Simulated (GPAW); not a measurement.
Wanted: an ASE script for a GPAW 26.7.0 run.

| Quantity | Value |
| --- | --- |
| Task | band structure |
| Functional | PBE |
| Potentials or basis | PAW data sets generated in the run's folder for this functional |
| Cutoff | 600 eV |
| Basis | pw |
| k mesh | 6 × 6 × 4 |
| Occupations | fermi-dirac, width 0.05 eV |
| Spin | no spin polarisation |
| Maxiter | 150 |
| Band path | GMKGALHA,LM,KH |
| Band points | 100 |

Y:

```
Y
1.0
     3.64740    0.00000    0.00000
    -1.82370    3.15874    0.00000
     0.00000    0.00000    5.73060
Y
2
Direct
  0.66667 0.33333 0.75000
  0.33333 0.66667 0.25000
```

These files were run (other wordings do the same):

run.py

```python
from ase import Atoms
from ase.dft.bandgap import bandgap
from ase.io import write
from ase.units import GPa
from gpaw import GPAW, PW, setup_paths

setup_paths.insert(0, '.')

atoms = Atoms(['Y', 'Y'],
              cell=[[3.6474, 0.0, 0.0],
                    [-1.8237, 3.1587410578, 0.0],
                    [0.0, 0.0, 5.7306]],
              scaled_positions=[[0.6666666667, 0.3333333333, 0.75],
                                [0.3333333333, 0.6666666667, 0.25]],
              pbc=True)

calc = GPAW(mode=PW(600),
            xc='PBE',
            kpts={'size': (6, 6, 4), 'gamma': True},
            occupations={'name': 'fermi-dirac', 'width': 0.05},
            nbands=23,
            convergence={'density': 1e-05, 'energy': 1e-05},
            maxiter=150,
            txt='gpaw.txt')
atoms.calc = calc
energy = atoms.get_potential_energy()
forces = atoms.get_forces()
stress = atoms.get_stress()
calc.write('gs.gpw')
write('result.traj', atoms)
print(f'Energy: {energy:.6f} eV')
print('Forces (eV/A):')
print(forces.round(4))
print('Stress (GPa):', (stress / GPa).round(3))
print('Fermi level:', round(calc.get_fermi_level(), 4), 'eV')
print(f'Gap: {bandgap(calc)[0]:.4f} eV, direct: {bandgap(calc, direct=True)[0]:.4f} eV')

path = atoms.cell.bandpath('GMKGALHA,LM,KH', npoints=100, eps=1e-4)
bs_calc = calc.fixed_density(kpts=path, symmetry='off', nbands=37,
                             convergence={'bands': 'CBM+6.0', 'eigenstates': 1e-6}, txt='bands.txt')
bs = bs_calc.band_structure()
bs.write('bs.json')
print(f'Gap on the path: {bandgap(bs_calc)[0]:.4f} eV')
```

Potentials or basis: PAW data sets generated in the run's folder for this functional, pw.

The run is started by

```bash
$ gpaw-setup -f PBE Y
$ OMP_NUM_THREADS=1 python run.py
```

It gave:

```
Pressure                : -0.1 GPa
Band gap along the path : none (metal or under the smearing width)
```

Run time: 92 s on 1 thread of Arm Neoverse V1 (shared host), peak memory 0.36 GiB.
